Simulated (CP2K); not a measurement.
# Sb (R-3m) in CP2K: notebook, part 2 of 2

CP2K 2026.2. Earlier steps stand in the parts before.

## 3. Band structure, HLE16

sb_bands.inp reads:

```
&GLOBAL
  PROJECT sb_bands
  RUN_TYPE ENERGY_FORCE
  PRINT_LEVEL LOW
&END GLOBAL
&FORCE_EVAL
  METHOD QS
  STRESS_TENSOR ANALYTICAL
  &DFT
    BASIS_SET_FILE_NAME BASIS_MOLOPT_UZH
    POTENTIAL_FILE_NAME POTENTIAL_UZH
    &MGRID
      CUTOFF 675
      REL_CUTOFF 60
      NGRIDS 5
    &END MGRID
    &QS
      METHOD GPW
      EPS_DEFAULT 1.0E-10
    &END QS
    &KPOINTS
      SCHEME MONKHORST-PACK 8 8 8
      GAMMA_CENTERED T
      SYMMETRY T
      SYMMETRY_BACKEND SPGLIB
    &END KPOINTS
    &SCF
      SCF_GUESS ATOMIC
      EPS_SCF 1.0E-6
      MAX_SCF 100
      ADDED_MOS 10
      CHOLESKY OFF
      EPS_EIGVAL 1.0E-7
      &DIAGONALIZATION ON
        ALGORITHM STANDARD
      &END DIAGONALIZATION
      &MIXING ON
        METHOD BROYDEN_MIXING
        ALPHA 0.4
        BETA 1.5
        NBUFFER 8
      &END MIXING
      &SMEAR ON
        METHOD FERMI_DIRAC
        ELECTRONIC_TEMPERATURE 580.23
      &END SMEAR
    &END SCF
    &XC
      &XC_FUNCTIONAL
        &GGA_XC_HLE16
        &END GGA_XC_HLE16
      &END XC_FUNCTIONAL
    &END XC
    &PRINT
      &KPOINTS ON
      &END KPOINTS
      &MULLIKEN ON
      &END MULLIKEN
      &MO ON
        ENERGIES T
        OCCUPATION_NUMBERS T
        &EACH
          QS_SCF 0
        &END EACH
        ADD_LAST NUMERIC
      &END MO
      &BAND_STRUCTURE
        FILE_NAME bands.bs
        ADDED_MOS 4
        &KPOINT_SET
          UNITS B_VECTOR
          NPOINTS 10
          SPECIAL_POINT GAMMA 0.00000000 0.00000000 0.00000000
          SPECIAL_POINT L 0.50000000 0.00000000 0.00000000
          SPECIAL_POINT B1 0.50000000 0.23968736 -0.23968736
        &END KPOINT_SET
        &KPOINT_SET
          UNITS B_VECTOR
          NPOINTS 10
          SPECIAL_POINT B 0.76031264 0.50000000 0.23968736
          SPECIAL_POINT Z 0.50000000 0.50000000 0.50000000
          SPECIAL_POINT GAMMA 0.00000000 0.00000000 0.00000000
          SPECIAL_POINT X 0.36984368 0.00000000 -0.36984368
        &END KPOINT_SET
        &KPOINT_SET
          UNITS B_VECTOR
          NPOINTS 10
          SPECIAL_POINT Q 0.63015632 0.36984368 0.00000000
          SPECIAL_POINT F 0.50000000 0.50000000 0.00000000
          SPECIAL_POINT P1 0.63015632 0.63015632 0.23968736
          SPECIAL_POINT Z 0.50000000 0.50000000 0.50000000
        &END KPOINT_SET
        &KPOINT_SET
          UNITS B_VECTOR
          NPOINTS 10
          SPECIAL_POINT L 0.50000000 0.00000000 0.00000000
          SPECIAL_POINT P 0.76031264 0.36984368 0.36984368
        &END KPOINT_SET
      &END BAND_STRUCTURE
    &END PRINT
  &END DFT
  &SUBSYS
    &CELL
      A 4.5066618304 0.0000000000 0.0000000000
      B 2.4472316736 3.7843173743 0.0000000000
      C 2.4472316736 1.3317864784 3.5422313258
      PERIODIC XYZ
    &END CELL
    &COORD
      SCALED
      Sb  0.7665100000 0.7665100000 0.7665100000
      Sb  0.2334900000 0.2334900000 0.2334900000
    &END COORD
    &KIND Sb
      BASIS_SET TZVP-MOLOPT-PBE-GTH-q5
      POTENTIAL GTH-PBE-q5
    &END KIND
    &PRINT
      &ATOMIC_COORDINATES ON
      &END ATOMIC_COORDINATES
      &CELL ON
      &END CELL
    &END PRINT
  &END SUBSYS
  &PRINT
    &FORCES ON
    &END FORCES
    &STRESS_TENSOR ON
    &END STRESS_TENSOR
  &END PRINT
&END FORCE_EVAL
```

Potentials or basis: POTENTIAL_UZH Sb GTH-PBE-q5; TZVP-MOLOPT-PBE-GTH basis.

Started as:

```bash
OMP_NUM_THREADS=1 cp2k.psmp -i sb_bands.inp -o sb_bands.out
```

sb_bands.out:

```text

 CP2K| version string:                                       CP2K version 2026.2
 CP2K| Input file name                                              sb_bands.inp

 GLOBAL| Force Environment number                                              1
 GLOBAL| Basis set file name                                    BASIS_MOLOPT_UZH
 GLOBAL| Potential file name                                       POTENTIAL_UZH
 GLOBAL| MM Potential file name                                     MM_POTENTIAL
 GLOBAL| Coordinate file name                                      __STD_INPUT__
 GLOBAL| Method name                                                        CP2K
 GLOBAL| Project name                                                   sb_bands
 GLOBAL| Run type                                                   ENERGY_FORCE
 GLOBAL| FFT library                                                       FFTW3
[... 8 lines left out ...]
 GLOBAL| CPU model name                                                  UNKNOWN

 CELL| Volume [angstrom^3]:                                            60.411475
 CELL| Vector a [angstrom]:       4.507     0.000     0.000   |a| =     4.506662
 CELL| Vector b [angstrom]:       2.447     3.784     0.000   |b| =     4.506662
 CELL| Vector c [angstrom]:       2.447     1.332     3.542   |c| =     4.506662
 CELL| Angle (b,c), alpha [degree]:                                    57.110173
 CELL| Angle (a,c), beta  [degree]:                                    57.110173
 CELL| Angle (a,b), gamma [degree]:                                    57.110173
 CELL| Numerically orthorhombic:                                              NO
 CELL| Periodicity                                                           XYZ

 CELL_REF| Volume [angstrom^3]:                                        60.411475
 CELL_REF| Vector a [angstrom     4.507     0.000     0.000   |a| =     4.506662
 CELL_REF| Vector b [angstrom     2.447     3.784     0.000   |b| =     4.506662
 CELL_REF| Vector c [angstrom     2.447     1.332     3.542   |c| =     4.506662
 CELL_REF| Angle (b,c), alpha [degree]:                                57.110173
 CELL_REF| Angle (a,c), beta  [degree]:                                57.110173
 CELL_REF| Angle (a,b), gamma [degree]:                                57.110173
 CELL_REF| Numerically orthorhombic:                                          NO
 CELL_REF| Periodicity                                                       XYZ
[... 9 lines left out ...]
 TOTAL NUMBERS AND MAXIMUM NUMBERS

  Total number of            - Atomic kinds:                                   1
                             - Atoms:                                          2
                             - Shell sets:                                     2
                             - Shells:                                        14
                             - Primitive Cartesian functions:                  8
                             - Cartesian basis functions:                     36
                             - Spherical basis functions:                     34

  Maximum angular momentum of- Orbital basis functions:                        2
                             - Local part of the GTH pseudopotential:          0
                             - Non-local part of the GTH pseudopotential:      4

 MODULE QUICKSTEP: ATOMIC COORDINATES IN ANGSTROM

   Atom Kind Element         X             Y             Z       Z(eff)     Mass
      1    1 Sb   51      7.206056      3.921545      2.715156   5.0000 121.7600
      2    1 Sb   51      2.195069      1.194559      0.827076   5.0000 121.7600

 SCF PARAMETERS         Density guess:                                    ATOMIC
[... 9 lines left out ...]
                        --------------------------------------------------------
                        level_shift [a.u.]:                             0.000000
                        added MOs                                        10    0
                        --------------------------------------------------------
[... 104 lines left out ...]
  Exchange-correlation energy:                                 -3.34455867962591
  Electronic entropic energy:                                  -0.00009439293970
  Fermi energy:                                                 0.13887296806544

  Total energy:                                               -11.57181727384533
  Total energy (extrapolated to T->0):                        -11.57177007737548

 MO| EIGENVALUES AND OCCUPATION NUMBERS FOR K POINT 1
 MO|
 MO|  Index      Eigenvalue [a.u.]        Eigenvalue [eV]             Occupation
 MO|      1              -0.294835              -8.022858               2.000000
 MO|      2              -0.174247              -4.741504               2.000000
 MO|      3               0.075553               2.055895               2.000000
 MO|      4               0.075553               2.055895               2.000000
 MO|      5               0.117334               3.192824               1.999984
 MO|      6               0.151605               4.125376               0.001956
 MO|      7               0.151605               4.125379               0.001956
 MO|      8               0.185372               5.044234               0.000000
 MO|      9               0.411354              11.193506               0.000000
 MO|     10               0.450041              12.246235               0.000000
 MO|     11               0.450041              12.246240               0.000000
 MO|     12               0.556681              15.148059               0.000000
 MO|     13               0.619048              16.845156               0.000000
[... 269 lines left out ...]
 MO|      4              -0.003693              -0.100497               2.000000
 MO|      5               0.108776               2.959958               2.000000
 MO|      6               0.155852               4.240949               0.000194
 MO|      7               0.271164               7.378755               0.000000
 MO|      8               0.320519               8.721779               0.000000
 MO|      9               0.386716              10.523071               0.000000
 MO|     10               0.408419              11.113637               0.000000
 MO|     11               0.525293              14.293946               0.000000
 MO|     12               0.570522              15.524699               0.000000
 MO|     13               0.632608              17.214126               0.000000
 MO|     14               0.650139              17.691177               0.000000
 MO|     15               0.685356              18.649487               0.000000
 MO| Sum:                                                              10.000194
 MO| E(Fermi):            0.138873 a.u.          3.778926 eV

 [... the levels of further k-points ...]

 !-----------------------------------------------------------------------------!
                     Mulliken Population Analysis

 #  Atom  Element  Kind  Atomic population                           Net charge
       1     Sb       1          5.000000                              0.000000
       2     Sb       1          5.000000                             -0.000000
 # Total charge                             10.000000                 -0.000000

 !-----------------------------------------------------------------------------!

 KPOINTS| Band Structure Calculation
 KPOINTS| Number of k-point sets                                               4
 KPOINTS| Number of added MOs/bands                                            4
 KPOINTS| Number of k-points in set    1                                      21
 KPOINTS| In units of b-vector [2pi/Bohr]
 KPOINTS| Special point     1       GAMMA     0.000000     0.000000     0.000000
 KPOINTS| Special point     2           L     0.500000     0.000000     0.000000
 KPOINTS| Special point     3          B1     0.500000     0.239687    -0.239687
 KPOINTS| Number of k-points in set    2                                      31
 KPOINTS| In units of b-vector [2pi/Bohr]
 KPOINTS| Special point     1           B     0.760313     0.500000     0.239687
 KPOINTS| Special point     2           Z     0.500000     0.500000     0.500000
 KPOINTS| Special point     3       GAMMA     0.000000     0.000000     0.000000
 KPOINTS| Special point     4           X     0.369844     0.000000    -0.369844
 KPOINTS| Number of k-points in set    3                                      31
 KPOINTS| In units of b-vector [2pi/Bohr]
 KPOINTS| Special point     1           Q     0.630156     0.369844     0.000000
 KPOINTS| Special point     2           F     0.500000     0.500000     0.000000
 KPOINTS| Special point     3          P1     0.630156     0.630156     0.239687
 KPOINTS| Special point     4           Z     0.500000     0.500000     0.500000
 KPOINTS| Number of k-points in set    4                                      11
 KPOINTS| In units of b-vector [2pi/Bohr]
 KPOINTS| Special point     1           L     0.500000     0.000000     0.000000
 KPOINTS| Special point     2           P     0.760313     0.369844     0.369844

 ENERGY| Total FORCE_EVAL ( QS ) energy [hartree]            -11.571816599614751

 FORCES| Atomic forces [hartree/bohr]
 FORCES|   Atom     x               y               z               |f|
 FORCES|      1  7.73533906E-03  4.20958515E-03  2.91458798E-03   9.27636246E-03
 FORCES|      2 -7.73533906E-03 -4.20958514E-03 -2.91458798E-03   9.27636246E-03
 FORCES| Sum    -1.28314026E-13  1.26635785E-11  9.61231095E-13
 FORCES| Total atomic force                                       1.27006555E-11

 STRESS| Analytical stress tensor [bar]
 STRESS|                        x                   y                   z
 STRESS|      x       -5.25455331615E+04   4.36183796380E+03   3.01999051074E+03
 STRESS|      y        4.36183796380E+03  -5.81871187291E+04   1.64351617276E+03
 STRESS|      z        3.01999051074E+03   1.64351617276E+03  -5.94229796738E+04
 STRESS| 1/3 Trace                                            -5.67185438548E+04
 STRESS| Determinant                                          -1.79837688076E+14

 STRESS| Eigenvectors and eigenvalues of the analytical stress tensor [bar]
 STRESS|                        1                   2                   3
 STRESS| Eigenvalues  -6.05608920006E+04  -6.05607664207E+04  -4.90339731432E+04
 STRESS|      x          -0.017759780445     -0.551659187040      0.833880525947
 STRESS|      y          -0.546887480930      0.703552734790      0.453792499465
 STRESS|      z           0.837017725858      0.447979565074      0.314190445233
```

It took 19 s on 1 thread of Arm Neoverse V1, shared host; peak memory 0.37 GiB.

Results:

| Quantity | Value |
| --- | --- |
| Free energy | -314.8851 eV |
| Pressure | -5.7 GPa |
| Largest force | 0.477 eV/Å |
| Band gap on the k mesh | none (metal or under the smearing width) |

Forces on the atoms (eV/Å):
```
Sb   0.398  0.216  0.150
Sb  -0.398 -0.216 -0.150
```

Levels at the corners of the path, in eV from the Fermi level:
```tsv
point	band 2	band 3	band 4	band 5	band 6	band 7	band 8	band 9
Γ	-5.16	-2.23	-2.05	-2.05	2.01	2.63	2.63	6.13
L	-9.84	-2.22	-2.04	-0.48	-0.15	0.28	0.40	9.17
B1	-9.31	-5.04	-4.88	-1.01	0.63	5.10	5.12	6.57
B	-9.31	-5.04	-4.88	-1.01	0.63	5.10	5.12	6.57
Z	-9.13	-1.60	-1.60	-0.44	-0.01	-0.01	1.08	8.32
Γ	-5.16	-2.23	-2.05	-2.05	2.01	2.63	2.63	6.13
X	-9.39	-5.33	-3.30	-3.04	2.67	3.13	5.04	5.76
Q	-9.39	-5.33	-3.30	-3.04	2.67	3.13	5.04	5.76
F	-8.30	-5.45	-3.85	-3.82	2.04	4.80	5.92	6.56
P1	-8.97	-5.36	-3.39	-2.82	2.62	2.97	5.68	5.85
Z	-9.13	-1.60	-1.60	-0.44	-0.01	-0.01	1.08	8.32
L	-9.84	-2.22	-2.04	-0.48	-0.15	0.28	0.40	9.17
P	-8.97	-5.36	-3.39	-2.82	2.62	2.97	5.68	5.85
```

Caveat: the potentials were made for a functional far from this one; the potentials were made for another functional, which shifts forces and pressure; spin-orbit coupling is left out, which moves the levels of the heavy elements; the basis of atomic orbitals isn't converged, which shifts pressures, moduli and gaps.

## 4. Band structure, TPSS

Edit sb_bands.inp of step 3 so:

```diff
@@ -49,4 +49,6 @@
       &XC_FUNCTIONAL
-        &GGA_XC_HLE16
-        &END GGA_XC_HLE16
+        &MGGA_X_TPSS
+        &END MGGA_X_TPSS
+        &MGGA_C_TPSS
+        &END MGGA_C_TPSS
       &END XC_FUNCTIONAL
```

Started as:

```bash
OMP_NUM_THREADS=1 cp2k.psmp -i sb_bands.inp -o sb_bands.out
```

Wall time 38 s (1 thread of Arm Neoverse V1, shared host); peak memory 0.39 GiB.

It converged, with:

- Free energy: -300.6702 eV
- Pressure: 4.1 GPa
- Largest force: 0.158 eV/Å
- Band gap on the k mesh: none (metal or under the smearing width)

Forces on the atoms (eV/Å):
```
Sb  -0.131 -0.072 -0.050
Sb   0.131  0.072  0.050
```

Levels at the corners of the path, in eV from the Fermi level:
```
point  band 3  band 4  band 5  band 6  band 7  band 8
    Γ   -2.17   -1.91   -1.91    2.09    2.74    2.74
    L   -2.14   -2.02   -0.45   -0.30    0.09    0.43
   B1   -5.24   -5.10   -0.91    0.67    5.17    5.19
    B   -5.24   -5.10   -0.91    0.67    5.17    5.19
    Z   -1.50   -1.50   -0.54    0.05    0.05    0.98
    Γ   -2.17   -1.91   -1.91    2.09    2.74    2.74
    X   -5.56   -3.36   -3.15    2.85    3.25    4.66
    Q   -5.56   -3.36   -3.15    2.85    3.25    4.66
    F   -5.70   -3.94   -3.84    1.66    5.06    6.00
   P1   -5.61   -3.40   -2.92    2.61    3.18    5.51
    Z   -1.50   -1.50   -0.54    0.05    0.05    0.98
    L   -2.14   -2.02   -0.45   -0.30    0.09    0.43
    P   -5.61   -3.40   -2.92    2.61    3.18    5.51
```

Caveat: the potentials were made for another functional, which shifts forces and pressure; spin-orbit coupling is left out, which moves the levels of the heavy elements; the basis of atomic orbitals isn't converged, which shifts pressures, moduli and gaps.

## 5. Overview

| level | gap on the mesh (eV) | pressure (GPa) | largest force (eV/Å) |
| --- | --- | --- | --- |
| revPBE | none | 3.9 | 0.19 |
| HLE16 | none | -5.7 | 0.48 |
| TPSS | none | 4.1 | 0.16 |

Alike in all rows: task band structure; potentials or basis POTENTIAL_UZH Sb GTH-PBE-q5; TZVP-MOLOPT-PBE-GTH basis; no spin polarisation; cell as given; k mesh 8 × 8 × 8; smearing fermi-dirac 0.05 eV.

Caveats: the potentials were made for another functional, which shifts forces and pressure; spin-orbit coupling is left out, which moves the levels of the heavy elements; the basis of atomic orbitals isn't converged, which shifts pressures, moduli and gaps; the potentials were made for a functional far from this one (some runs).

Absolute energies hang on the potentials; compare differences alone.
